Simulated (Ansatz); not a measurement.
**Response of NaI to small distortions**

```
Na I
1.0
     0.00000    3.58138    3.58138
     3.58138    0.00000    3.58138
     3.58138    3.58138    0.00000
Na I
1 1
Direct
  0.00000 0.00000 0.00000
  0.25000 0.25000 0.25000
```

Atom numbers follow the list: Na1, I2.

The cell was built from the zincblende type and relaxed in the same program, and has space group F-43m; it needn't be a known or the stable phase.

No spin–orbit coupling, which matters for the heavy atoms here.

Method: DFT, PBE, all-electron LAPW, scalar-relativistic in Ansatz 0.2.0.

Settings: a Γ-centred 10×10×10 k mesh, Fermi–Dirac smearing of 0.05 eV, basis error target 1 meV/atom, no spin polarisation.

The unchanged cell is at 0.01 GPa, so energy changes include a term −P ΔV where the volume moves.

x, y and z are the Cartesian axes of the cell as listed; fractional coordinates follow a strain, and an engineering shear is twice the off-diagonal strain component.

Problem. One change gave: energy change under 1 meV/atom; stress change (xx, yy, zz, yz, xz, xy) 0.01, 0.01, 0.01, 0.00, 0.00, 0.17 GPa, compression positive; change of the force on I2 (0.000, 0.000, 0.040) eV/Å; gap on the k mesh 3.77 → 3.76 eV. Which change was it?
A. x and y strained by +1.5 %, z held
B. xy engineering shear strain of -2 %
C. atom 1 (Na) moved by (0.0300, 0.0000, 0.0000) Å

Solution. B. For x and y strained by +1.5 %, z held: energy change +1 meV/atom; stress change (xx, yy, zz, yz, xz, xy) -0.31, -0.31, -0.28, 0.00, 0.00, 0.00 GPa, compression positive; gap on the k mesh 3.77 → 3.71 eV. For atom 1 (Na) moved by (0.0300, 0.0000, 0.0000) Å: energy change under 1 meV/atom; stress change (xx, yy, zz, yz, xz, xy) 0.00, 0.00, 0.00, 0.10, 0.00, 0.00 GPa, compression positive; change of the force on Na1 (-0.038, 0.000, 0.000) eV/Å; gap on the k mesh 3.77 → 3.76 eV.

Problem. What force constant does this one finite step give for Na1 along its displacement (all its periodic images move with it)?

Solution. k = −ΔF·u/|u|² = 1.25 eV/Å², so the force pulls the atom back.
